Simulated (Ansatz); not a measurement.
Runs of Ansatz 0.2.0 on MnS. Symmetry: F-43m, No. 216, cubic system. Conventional cell: a = 4.947 Å, b = 4.947 Å, c = 4.947 Å, α = 90.00°, β = 90.00°, γ = 90.00°. Mn (site symmetry -43m) is surrounded by 4 S at 2.14 Å. S (site symmetry -43m) has 4 Mn at 2.14 Å as nearest neighbours. The cell is a database's computed one.

```csv
task,level,cutoff (eV),pressure (GPa),moment (μB),V0 of scaled cells (Å³/atom),B0 (GPa)
equation of state,PBEsol,-,-,-,14.82,(a)
band structure,LDA,344,(b),0.14,-,-
band structure,PBEsol,344,(c),0.24,-,-
equation of state,LDA,-,-,-,14.43,163
```

Alike in all rows: potentials or basis all-electron LAPW, scalar-relativistic; spin collinear, ferromagnetic start; cell as given; k mesh 9 × 9 × 9; smearing fermi-dirac 0.05 eV; basis error allowed 0.001 eV/atom.

Estimate the missing entries.

(a) 151; (b) -6.9; (c) -3.0.

Caveats: the moment fell far below its start of 4 μB, so a state of higher moment may lie lower in energy (some runs).

Not every run made on this cell is shown here.
